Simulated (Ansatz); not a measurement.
# Nuclear-site quantities of Sb as the cell is scaled

```
Sb
1.0
     0.00000    2.30500    2.30500
     2.30500    0.00000    2.30500
     2.30500    2.30500    0.00000
Sb
1
Direct
  0.00000 0.00000 0.00000
```

Conventional cell: a = 4.610 Å, b = 4.610 Å, c = 4.610 Å, α = 90.00°, β = 90.00°, γ = 90.00°. Around Sb (atom 1) lie 12 Sb at 3.26 Å.

The cell comes from COD entry 9013009, which wasn't checked; take it as a given geometry.

No spin–orbit coupling, which matters for the heavy atoms here.

Method: Ansatz 0.2.0, DFT, PBE, all-electron PAW with datasets made for the crystal, scalar-relativistic.

Numerical set-up: a Γ-centred 12×12×12 k mesh, Fermi–Dirac smearing of 0.05 eV, cutoff 180 eV (chosen by the program for this cell), no spin polarisation.

The contact density is the mean electron density over the nuclear volume; its changes set Mössbauer isomer shifts. Changes below are taken from the unscaled cell, where it is 1.35003e+06 e/Å³ at Sb.

Volumes at which the program chose other datasets or cutoffs are left out.

The datasets are made afresh for each cell, so very small changes are uncertain. Scalar relativity leaves out the p1/2 density at heavy nuclei.

(1) Does compression raise or lower the contact density at Sb?

(2) Tabulate the changes with volume.

Results:

(1) It lowers it, by 5.50 e/Å³ over the whole range.

(2) 
```tsv
V/V(cell)	P (GPa)	Δρ(0) Sb (e/Å³)
0.9400	15.4	-2.70
0.9500	14.1	-2.29
0.9600	12.9	-1.87
0.9800	10.7	-0.98
0.9900	9.7	-0.50
1.0000	8.7	0.00
1.0100	7.8	0.53
1.0200	7.0	1.08
1.0400	5.4	2.23
1.0500	4.7	2.80
```
